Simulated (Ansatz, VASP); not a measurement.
This is a calculation of La for Ansatz 0.2.0.

input.yaml

```yaml
crystal:
  lattice:
    - [4.24766214, 0.0, 0.0]
    - [0.0, 4.24766214, 0.0]
    - [0.0, 0.0, 4.24766214]
  atoms:
    - { symbol: La, position: [0.0, 0.0, 0.0] }
    - { symbol: La, position: [0.5, 0.5, 0.5] }
kpoints:
  mp_grid: { grid: [9, 9, 9] }
scf:
  occupations: { method: gaussian, width: 0.1 }
hamiltonian:
  xc: lda
  pseudopotentials: { kind: all_electron, lapw: { basis_error: 0.001 } }
output:
  forces: true
  stress: true
  eigenvalues: true
```

Potentials or basis: all-electron LAPW, scalar-relativistic.

Launch:

```sh
$ ansatz run input.yaml --threads 2 --pin off --max-ram 6144MiB --backend cpu --events-out ev --progress --plain --runs-dir out
```

Task: Translate it to VASP 6.6.1. Potentials there: VASP PAW LDA potentials, release 64 (La).

Result: As run (the cutoff follows the program's own potentials):

The input INCAR:

```
SYSTEM = La
  PREC = Accurate
  ENCUT = 520
  EDIFF = 1E-6
  ISMEAR = 0
  SIGMA = 0.1
  LREAL = .False.
  LASPH = .True.
  NELM = 100
  ALGO = Normal
  ISIF = 2
  LWAVE = .False.
  LCHARG = .True.
  LELF = .True.
  LVHAR = .True.
  NBANDS = 18
```

The input KPOINTS:

```
regular mesh
0
Gamma
  9 9 9
  0 0 0
```

The input POSCAR:

```
La
1.0
    4.2476621400      0.0000000000      0.0000000000
    0.0000000000      4.2476621400      0.0000000000
    0.0000000000      0.0000000000      4.2476621400
La
2
Direct
    0.0000000000      0.0000000000      0.0000000000
    0.5000000000      0.5000000000      0.5000000000
```

Potentials or basis: VASP PAW LDA potentials, release 64 (La).

Launch:

```sh
$ cat potpaw_LDA.64/La/POTCAR > POTCAR
$ mpirun -np 1 vasp_std > vasp.out
```

Both were run:

|  | VASP | Ansatz | Ansatz less VASP |
| --- | --- | --- | --- |
| gap on the k mesh at the Fermi level (eV) | none | none | - |
| pressure (GPa) | -3.6 | -3.6 | +0.07 |

A gap of «none» marks a metal or a gap that the smearing closes. Ansatz ran all-electron here, so the differences hold the error of VASP's frozen core and of both bases.

Spin-orbit coupling is left out, which matters for the levels of La.
